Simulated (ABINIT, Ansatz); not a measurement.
# NaCl (Fm-3m): modes at Γ and the response to a field, part 2 of 2

Which modes does NaCl (Fm-3m) have at the zone centre?

ABINIT 10.8.3; DFT LDA, scalar-relativistic, plane waves, PseudoDojo norm-conserving pseudopotentials.

So far. Step 3 (Self-consistent run for the response): The cell stands at -0.32 GPa: the relaxation ran with a smoothed cutoff and on another k mesh. Step 5 (Zone-centre response): The acoustic modes at Γ come out as far as 4.8 cm⁻¹ from zero, where they should vanish, a small numerical error; the Born charges miss their sum rule by 1.5e-4 e, which is good. The relaxed cell has a = 5.465 Å (conventional setting).

The database entry behind the starting cell differs from later determinations by our own check (an axis about 0.4 % short against later determinations), so it need not match the best structure at ambient conditions.

## (6) Modes with the sum rule

anaddb reads the merged derivatives, imposes the acoustic sum rule and charge neutrality, and adds the LO-TO term along chosen directions.

anaddb.abi

```
ddb_filepath "gamma_DDB"
output_file "anaddb.abo"
outdata_prefix "anaddb"
asr 1
chneut 1
enunit 2
eivec 1
nph1l 1
qph1l 0.0 0.0 0.0 1.0
dieflag 1
nph2l 3
qph2l 
    1.0 0.0 0.0 0.0
    0.0 0.0 1.0 0.0
    1.0 1.0 1.0 0.0
```

mrgddb.in

```
gamma_DDB
merged
2
dfpt_gammao_DS2_DDB
gso_DDB
```

The run is started by

```bash
mrgddb < mrgddb.in > mrgddb.log
OMP_NUM_THREADS=1 anaddb anaddb.abi > anaddb.log
```

anaddb.abo, the main output file:

```text
[banners, grids, parts of the stress and lines that vanish by symmetry left out]
-outvars_anaddb: echo values of input variables ----------------------

 Flags :
[...]
Dielectric Tensor and Effective Charges
[...]
Effective charge tensors after
[...]
Phonon wavevector (reduced coordinates) :  0.00000  0.00000  0.00000
 Phonon energies in Hartree :
[...]
Phonon energies in meV     :
-  0.000000E+00  0.000000E+00  0.000000E+00  2.338671E+01  2.338671E+01
-  2.338671E+01
 Phonon frequencies in cm-1    :
-  0.000000E+00  0.000000E+00  0.000000E+00  1.886266E+02  1.886266E+02
-  1.886266E+02
 Phonon frequencies in Thz     :
-  0.000000E+00  0.000000E+00  0.000000E+00  5.654882E+00  5.654882E+00
-  5.654882E+00
 Phonon energies in Kelvin  :
-  0.000000E+00  0.000000E+00  0.000000E+00  2.713915E+02  2.713915E+02
-  2.713915E+02
[...]
-  1  0.00000000E+00  0.00000000E+00 -3.06376440E-03
-     0.00000000E+00  0.00000000E+00  0.00000000E+00
-  2  0.00000000E+00  0.00000000E+00 -3.06376800E-03
-     0.00000000E+00  0.00000000E+00  0.00000000E+00
[...]
-  1  0.00000000E+00  3.06376440E-03  0.00000000E+00
-     0.00000000E+00  0.00000000E+00  0.00000000E+00
-  2  0.00000000E+00  3.06376800E-03  0.00000000E+00
-     0.00000000E+00  0.00000000E+00  0.00000000E+00
[...]
-  1  3.06376440E-03  0.00000000E+00  0.00000000E+00
-     0.00000000E+00  0.00000000E+00  0.00000000E+00
-  2  3.06376800E-03  0.00000000E+00  0.00000000E+00
-     0.00000000E+00  0.00000000E+00  0.00000000E+00
[...]
-  1  0.00000000E+00  2.71914881E-07 -3.80463710E-03
-     0.00000000E+00  0.00000000E+00  0.00000000E+00
-  2  0.00000000E+00 -1.76326561E-07  2.46716390E-03
-     0.00000000E+00  0.00000000E+00  0.00000000E+00
[...]
-  1  1.50176660E-07 -3.80463710E-03 -2.71914466E-07
-     0.00000000E+00  0.00000000E+00  0.00000000E+00
-  2  0.00000000E+00  2.46716389E-03  1.76326293E-07
-     0.00000000E+00  0.00000000E+00  0.00000000E+00
[...]
-  1  3.80463710E-03  1.50175909E-07  0.00000000E+00
-     0.00000000E+00  0.00000000E+00  0.00000000E+00
-  2 -2.46716390E-03  0.00000000E+00  0.00000000E+00
-     0.00000000E+00  0.00000000E+00  0.00000000E+00
[...]
-     1         -0.000000    -0.000000     0.000001     0.000001
-     2         -0.000000    -0.000001    -0.000000     0.000001
-     3         -0.000001     0.000000    -0.000000     0.000001
-     4          0.000004     0.000106    -1.484460     1.484460
-     5          0.000059    -1.484460    -0.000106     1.484460
-     6          1.484460     0.000059     0.000004     1.484460
[...]
-   1     Real    0.0000E+00  0.0000E+00  0.0000E+00  0.0000E+00  0.0000E+00  0.0000E+00  0.0000E+00
[...]
-   2     Real    0.0000E+00  0.0000E+00  0.0000E+00  0.0000E+00  0.0000E+00  0.0000E+00  0.0000E+00
[...]
-   3     Real    0.0000E+00  0.0000E+00  0.0000E+00  0.0000E+00  0.0000E+00  0.0000E+00  0.0000E+00
[...]
-   4     Real    0.0000E+00  2.3144E-13  4.5311E-05  0.0000E+00 -1.2499E-10 -3.2384E-09  4.5311E-05
[...]
-   5     Real    7.0597E-14  4.5311E-05  2.3144E-13 -1.7885E-09 -1.2782E-13  3.2384E-09  4.5311E-05
[...]
-   6     Real    4.5311E-05  7.0596E-14  0.0000E+00  1.7885E-09  1.2512E-10  0.0000E+00  4.5311E-05
[...]
Phonon at Gamma, with non-analyticity in the
[...]
Phonon energies in Hartree :
[...]
Phonon energies in meV     :
-  0.000000E+00  0.000000E+00  0.000000E+00  2.338671E+01  2.338671E+01
-  3.345000E+01
 Phonon frequencies in cm-1    :
-  0.000000E+00  0.000000E+00  0.000000E+00  1.886266E+02  1.886266E+02
-  2.697924E+02
 Phonon frequencies in Thz     :
-  0.000000E+00  0.000000E+00  0.000000E+00  5.654882E+00  5.654882E+00
-  8.088174E+00
 Phonon energies in Kelvin  :
-  0.000000E+00  0.000000E+00  0.000000E+00  2.713915E+02  2.713915E+02
-  3.881711E+02
[...]
-  1  0.00000000E+00  0.00000000E+00 -3.06376440E-03
-     0.00000000E+00  0.00000000E+00  0.00000000E+00
-  2  0.00000000E+00  0.00000000E+00 -3.06376800E-03
-     0.00000000E+00  0.00000000E+00  0.00000000E+00
[...]
Phonon at Gamma, with non-analyticity in the
[...]
Phonon energies in Hartree :
[...]
Phonon energies in meV     :
-  0.000000E+00  0.000000E+00  0.000000E+00  2.338671E+01  2.338671E+01
-  3.345000E+01
 Phonon frequencies in cm-1    :
-  0.000000E+00  0.000000E+00  0.000000E+00  1.886266E+02  1.886266E+02
-  2.697924E+02
 Phonon frequencies in Thz     :
-  0.000000E+00  0.000000E+00  0.000000E+00  5.654882E+00  5.654882E+00
-  8.088174E+00
 Phonon energies in Kelvin  :
-  0.000000E+00  0.000000E+00  0.000000E+00  2.713915E+02  2.713915E+02
-  3.881711E+02
[...]
Phonon at Gamma, with non-analyticity in the
[...]
Phonon energies in Hartree :
[...]
Phonon energies in meV     :
-  0.000000E+00  0.000000E+00  0.000000E+00  2.338671E+01  2.338671E+01
-  3.345000E+01
 Phonon frequencies in cm-1    :
-  0.000000E+00  0.000000E+00  0.000000E+00  1.886266E+02  1.886266E+02
-  2.697924E+02
 Phonon frequencies in Thz     :
-  0.000000E+00  0.000000E+00  0.000000E+00  5.654882E+00  5.654882E+00
-  8.088174E+00
 Phonon energies in Kelvin  :
-  0.000000E+00  0.000000E+00  0.000000E+00  2.713915E+02  2.713915E+02
-  3.881711E+02
[...]
-  1  2.36437010E-05 -3.06289952E-03 -6.88634913E-05
-     0.00000000E+00  0.00000000E+00  0.00000000E+00
-  2  2.36443507E-05 -3.06290249E-03 -6.88629502E-05
-     0.00000000E+00  0.00000000E+00  0.00000000E+00
[...]
-  1  3.06362671E-03  2.32573485E-05  1.74678176E-05
-     0.00000000E+00  0.00000000E+00  0.00000000E+00
-  2  3.06362969E-03  2.32567546E-05  1.74672169E-05
-     0.00000000E+00  0.00000000E+00  0.00000000E+00
[...]
-  1  4.64962445E-04  2.42749795E-03 -2.89246040E-03
-     0.00000000E+00  0.00000000E+00  0.00000000E+00
-  2 -3.01510637E-04 -1.57414102E-03  1.87565165E-03
-     0.00000000E+00  0.00000000E+00  0.00000000E+00
[...]
-  1  3.07147938E-03 -1.93840898E-03 -1.13307040E-03
-     0.00000000E+00  0.00000000E+00  0.00000000E+00
-  2 -1.99173873E-03  1.25698523E-03  7.34753491E-04
-     0.00000000E+00  0.00000000E+00  0.00000000E+00
[...]
Direction                     Dielectric constant
[...]
0.00000   0.00000   1.00000      5.47516746
   1.00000   1.00000   1.00000      5.47516746
-
```

Elapsed: 0.52 s, on 1 thread of Arm Neoverse V2, shared host.

Read from the output:

```
highest optical zone-centre mode (no LO-TO term) : 188.6 cm⁻¹
lowest optical zone-centre mode                  : 188.6 cm⁻¹
mean static dielectric constant                  : 5.475
highest mode moved by the LO-TO term             : 269.8 cm⁻¹
```

No LO-TO term; unit eigenvectors of the mass-weighted matrix, from anaddb's displacements. The modes at Γ (shares of kinetic energy by element, %):

```csv
mode,frequency (cm⁻¹),symmetry,Na %,Cl %
1,0.0,acoustic,39,61
2,0.0,acoustic,39,61
3,0.0,acoustic,39,61
4,188.6,T1u,61,39
5,188.6,T1u,61,39
6,188.6,T1u,61,39
```

Displacements in mode 5 (188.6 cm⁻¹), the largest set to 1:
```
Na1  0.00 -1.00  0.00
Cl2  0.00  0.65  0.00
```

Trace of the oscillator strength, degenerate modes summed. Infrared lines, with heights relative to the strongest:

```csv
position (cm⁻¹),lines merged,"IR intensity, relative"
189,3,100
```

Static dielectric tensor (ions relaxed, fixed cell):

```
5.48 0.00 0.00
0.00 5.48 0.00
0.00 0.00 5.48
```

The rule moves no optical mode by more than 0.1 cm⁻¹.

## (7) Cross-check with Ansatz

The same cell, potentials and cutoff go through another code, on another k mesh. Its k mesh is centred on Γ.

This step: DFT LDA, scalar-relativistic, plane waves, PseudoDojo norm-conserving pseudopotentials (Ansatz 0.2.0).

input.yaml

```yaml
crystal:
  lattice:
    - [0.0, 2.7327046304, 2.7327046304]
    - [2.7327046304, 0.0, 2.7327046304]
    - [2.7327046304, 2.7327046304, 0.0]
  atoms:
    - { symbol: Na, position: [0.0, 0.0, 0.0] }
    - { symbol: Cl, position: [0.5, 0.5, 0.5] }
kpoints:
  mp_grid: { grid: [8, 8, 8] }
hamiltonian:
  xc: lda
  pseudopotentials: { kind: nc, accuracy: standard }
scf:
  occupations: { method: fixed }
output:
  eigenvalues: true
basis:
  ecutwfc: 1034.033
phonons:
  method: dfpt
  dielectric: true
  rigid_motions: translations
```

The run is started by

```bash
ansatz run input.yaml --threads 2 --pin off --max-ram 4096MiB --backend cpu --events-out ev --progress --plain --runs-dir out
```

The program printed:

```text
Warning: basis.ecutwfc = 1034.033 eV is below the records' recommended 1197.300995 eV, and the density's cutoff is lower with it unless basis.ecutrho_ratio is high enough to keep the records' density cutoff: compare with a run at a higher cutoff
Engine: ansatz 0.2.0, aarch64-unknown-linux-gnu
Pseudopotentials: kind: nc
Pseudopotential: Na, nc, valence charge 9, recommended cutoff 1197.300995 eV (normal), Na.nc.azcp (PseudoDojo's, or run here from an input of PseudoDojo's; its table is named by hamiltonian.pseudopotentials.accuracy)
Pseudopotential: Cl, nc, valence charge 7, recommended cutoff 761.918815 eV (normal), Cl.nc.azcp (PseudoDojo's, or run here from an input of PseudoDojo's; its table is named by hamiltonian.pseudopotentials.accuracy)
Functional definition: SPW92
  exchange = slater_x
  correlation = pw_c
Crystal: 2 atoms, lattice volume = 40.814 Å³
Basis set: ecut = 1034.033 eV, 3119 PW (Γ), exchange–correlation on 90×90×90 points (8 copies of the dense FFT grid, shifted against one another)
Bands: 12, of which v1, the nominal top of the filled ones, is band 8 counted from 1 (7 counted from 0)
Symmetry: 48 space group operations
k-points: 59 of 512 (irreducible under 8 space group operations, time reversal used)
Non-local potential: Na, projectors of the file, l = 0: 2, l = 1: 2
Non-local potential: Cl, projectors of the file, l = 0: 2, l = 1: 2, l = 2: 2
Initial density: superposition of atomic densities (chi_scale 0.1, normalization cell, long waves kept (reshape's long-wave potential 0.00 eV rms))
Initial wavefunctions: pseudopotential atomic-orbital guess
Functional: x = slater, c = lda
SCF iter   1: F=—  HF=-1692.320293 eV  |F-HF|=—  |Δ(HF+E_count)|=         —  Δρ=8.98e-2  dr2=2.26e0  ethr=3.10e-3  ⟨swp⟩=5.0  Hψ=3873  notcnv=0  defer=67
preconditioner: auto → none  [insulator: Δε(μ)=4.101 eV  Ē_g=12.948 eV  n_scr=14 (ndim 8)  ℏωp=16.4 eV  f_vac=0.000  ε∞_Penn≈2.6]
SCF iter   2: F=—  HF=-1691.200995 eV  |F-HF|=—  |Δ(HF+E_count)|=    1.12e0  Δρ=1.76e-2  dr2=1.10e-1  ethr=3.10e-3  ⟨swp⟩=3.0  Hψ=2046  notcnv=0  defer=61
SCF iter   3: F=—  HF=-1691.154052 eV  |F-HF|=—  |Δ(HF+E_count)|=   4.69e-2  Δρ=8.31e-3  dr2=1.18e-2  ethr=6.90e-4  ⟨swp⟩=3.0  Hψ=1253  notcnv=0  defer=113
SCF iter   4: F=—  HF=-1691.149329 eV  |F-HF|=—  |Δ(HF+E_count)|=   4.72e-3  Δρ=2.04e-3  dr2=7.96e-4  ethr=7.36e-5  ⟨swp⟩=2.4  Hψ=858  notcnv=0  defer=113
SCF iter   5: F=—  HF=-1691.149190 eV  |F-HF|=—  |Δ(HF+E_count)|=   1.39e-4  Δρ=1.84e-4  dr2=8.39e-6  ethr=4.98e-6  ⟨swp⟩=2.9  Hψ=1268  notcnv=0  defer=113
SCF iter   6: F=—  HF=-1691.149193 eV  |F-HF|=—  |Δ(HF+E_count)|=   2.92e-6  Δρ=5.55e-5  dr2=1.23e-6  ethr=5.24e-8  ⟨swp⟩=2.1  Hψ=1096  notcnv=0  defer=63
SCF iter   7: F=—  HF=-1691.149232 eV  |F-HF|=—  |Δ(HF+E_count)|=   3.96e-5  Δρ=1.46e-5  dr2=7.37e-8  ethr=7.68e-9  ⟨swp⟩=2.4  Hψ=1109  notcnv=0  defer=22
SCF iter   8: F=—  HF=-1691.149232 eV  |F-HF|=—  |Δ(HF+E_count)|=   3.04e-8  Δρ=8.95e-7  dr2=5.02e-10  ethr=4.61e-10  ⟨swp⟩=2.1  Hψ=1121  notcnv=0  defer=22
SCF iter   9: F=-1691.149232 eV  HF=-1691.149232 eV  |F-HF|=2.27e-12  |Δ(HF+E_count)|=  3.23e-11  Δρ=1.70e-7  dr2=3.58e-12  ethr=1.00e-12  ⟨swp⟩=10.0  Hψ=5183  notcnv=0
SCF 1 converged in 9 iterations: F = -1691.149232 eV  dr2 = 3.58e-12
DFPT response loops at Γ: preconditioner auto → none (the input reference at scf.mixing.eps_inf says where Resta's filter doesn't serve); β = 0.50; Broyden in place of MSR1
SCF converged after 9 iterations
Free energy (F): -1691.149232 eV
Harris-Foulkes:  -1691.149232 eV  (|F-HF|=2.27e-12)
Internal energy: -1691.149232 eV  (E = F + TS)
E sigma→0 (E₀):  -1691.149232 eV
Fermi energy:    1.580539 eV
--- Per-component energies (eV) ---
  E_band       = -225.898587
  E_kinetic    = 908.314733
  E_local      = -1528.652818  (includes V_loc(G=0)·N_el)
  E_nonlocal   = -342.936422
  E_hartree    = 542.550412
  E_xc         = -304.366361
  E_vxc        = -347.724929  (∫ρ·V_xc dr)
  E_ewald      = -966.058776
  E_smearing   = -0.000000  (= −TS)
  E_closure    = 0.000000  (closes the sum)
  Σ components = -1691.149232   (vs F -1691.149232, Δ=0.00e0)
--- Band table (eV; the first three rows and the last of 59) ---
  k-point 0: bands = [... 4 lower, -11.2577, 1.5805, 1.5805, 1.5805, 6.6533, 12.4278, 12.4278, 12.4278]
  k-point 1: bands = [... 4 lower, -11.1942, 1.1262, 1.5289, 1.5289, 7.2065, 11.8945, 12.6421, 12.6421]
  k-point 2: bands = [... 4 lower, -11.0353, 0.2475, 1.4090, 1.4090, 8.1858, 11.4678, 12.7811, 12.7811]
  k-point 58: bands = [... 4 lower, -10.7148, 0.1323, 0.1323, 0.6544, 10.4221, 11.1687, 11.1687, 12.9905]
--- Phonons (Γ-DFPT): 2 representative perturbations + reference, on 59 of 512 k-points (Σ response iterations 6) ---
  k mesh reduced under 8 symmetry operations, with k and −k counted as one. Each operation leaves every solved perturbation unchanged. A smaller set is not considered because the run solves the response to a homogeneous field
  ASR residual: 2.911e-4 → 0.000e0 eV/Å²; symmetrization residual: 5.062e-6 eV/Å²
  ASR residual per site (eV/Å²): 2.91e-4 5.11e-5
  Γ frequencies (cm⁻¹): 0.00 0.00 0.00 188.64 188.64 188.64
  ε∞ (high-frequency dielectric tensor):
        2.676145    -0.000000    -0.000000
        0.000000     2.676145    -0.000000
       -0.000000    -0.000000     2.676145
  ε⁰ (static dielectric tensor: ions relaxed, cell fixed):
        5.474388    -0.000000    -0.000000
       -0.000000     5.474388    -0.000000
       -0.000000    -0.000000     5.474388
  ε⁰ − ε∞ (ionic part):
        2.798243    -0.000000    -0.000000
       -0.000000     2.798243    -0.000000
       -0.000000    -0.000000     2.798243
  softest optical mode at Γ: 188.64 cm⁻¹; the repairs (sum rule, projections) moved no ω² at Γ by more than (1.95 cm⁻¹)²
  Born effective charges Z* (e; rows j = field, columns β = displacement):
    site 0:
         1.07324   -0.00000    0.00000
         0.00000    1.07324   -0.00000
        -0.00000   -0.00000    1.07324
    site 1:
        -1.07324    0.00000   -0.00000
         0.00000   -1.07324    0.00000
         0.00000    0.00000   -1.07324
  Z* charge neutrality: 8.074e-6 e pre-enforcement
  k-mesh period / interband length: 30.9 Å / 1.34 Å = 23.04 at k = (0.0000, 0.0000, 0.0000), direct gap 5.073 eV — 14 or more, which is no proof of convergence
  optical modes at Γ without the LO–TO term, one row a degenerate level:
      ω (cm⁻¹)  modes    IR ((D/Å)²/amu)
        188.64      3             5.7165
  optical modes at Γ + LO–TO along q̂ = [1.0000, 0.0000, 0.0000]:
      ω (cm⁻¹)  modes    IR ((D/Å)²/amu)
        188.64      2             3.8110
        269.81      1             1.9055
  optical modes at Γ + LO–TO along q̂ = [0.0000, 1.0000, 0.0000]:
      ω (cm⁻¹)  modes    IR ((D/Å)²/amu)
        188.64      2             3.8110
        269.81      1             1.9055
  optical modes at Γ + LO–TO along q̂ = [0.0000, 0.0000, 1.0000]:
      ω (cm⁻¹)  modes    IR ((D/Å)²/amu)
        188.64      2             3.8110
        269.81      1             1.9055
```

Wall time 23 s (2 threads); peak memory 0.58 GiB.

Numbers from this step:

- sum-rule residual before enforcement: 2.91e-4 eV/Å²
- miss of the charge sum rule: 8.07e-6 e
- mean static dielectric constant: 5.474

Transverse modes. Lines of the infrared spectrum (strongest = 100):

```csv
position (cm⁻¹),label,"IR intensity ((D/Å)²/amu), degenerate modes summed, relative"
189,T1u,100
```

## (8) Side by side: ABINIT PseudoDojo and Ansatz, PseudoDojo

Worked out from the results:

| Quantity | Value |
| --- | --- |
| root-mean-square difference | 0.01 cm⁻¹ |
| largest difference | 0.01 cm⁻¹ |

Frequencies side by side, by row:

```csv
q (reciprocal lattice),mode,ABINIT PseudoDojo (cm⁻¹),"Ansatz, PseudoDojo (cm⁻¹)"
0 0 0,1,0,0
0 0 0,2,0,0
0 0 0,3,0,0
0 0 0,4,188.6,188.6
0 0 0,5,188.6,188.6
0 0 0,6,188.6,188.6
```

The two runs side by side. Further quantities:

```csv
quantity,ABINIT PseudoDojo,"Ansatz, PseudoDojo"
mean ε∞,2.676,2.676
"largest Born charge in size (e; the first before, the second after the charge sum rule)",1.073,1.073
summed IR intensity ((D/Å)²/amu),5.717,5.716
```

At the zone centre the largest difference (acoustic modes at Γ apart) is 0.005 % of the highest mode.

## (9) Results

| Quantity | Value |
| --- | --- |
| space group after relaxation | Fm-3m |
| volume per atom | 20.4 Å³ |
| highest optical zone-centre mode (no LO-TO term) | 188.6 cm⁻¹ |
| highest mode moved by the LO-TO term | 269.8 cm⁻¹ |
| mean high-frequency dielectric constant | 2.68 |
| largest Born charge in size (third of the trace) | 1.07 e |
| mean static dielectric constant | 5.48 |
| imaginary optical modes at the zone centre (no q mesh in this session) | none |
| largest difference from Ansatz, PseudoDojo | 0.01 cm⁻¹ |

What this shows: At the LDA level the optical modes of NaCl (Fm-3m) at the zone centre (no LO-TO term) lie at 189 cm⁻¹. The base run prints -0.32 GPa, mostly the error of a finite basis; the relaxation, with a smoothed cutoff, had brought the cell to rest. Along the directions run, the highest mode that the macroscopic field moves lies at 270 cm⁻¹. Lattice motion raises the mean dielectric constant from 2.676 to 5.475. The Born charge of Na is 1.073 e against a formal charge of +1, close to the ionic value. The Lyddane-Sachs-Teller relation holds: (ωLO/ωTO)² is 2.05 and ε₀/ε∞ is 2.05. ABINIT PseudoDojo and Ansatz, PseudoDojo agree to 0.01 cm⁻¹ (0.005 % of the highest mode compared) on all solved modes but the acoustic ones at Γ, without the LO-TO term. These are harmonic frequencies at zero temperature: anharmonic shifts and linewidths and thermal expansion are left out. Ansatz warns that the cutoff lies 14 % under the one recommended for these files; agreement at one cutoff is not convergence.

[Host names and launcher messages were left out of these logs when they were recorded.]

[Logs are printed without paths, hosts, clocks, repeated set-up lines and the standing remarks that a program may print on its own settings, such as how far it seeks lower states.]

[Hosts, paths, dates, database ids (printed as entryN), source tags and the programs' standing remarks are cut or masked in the printed files.]
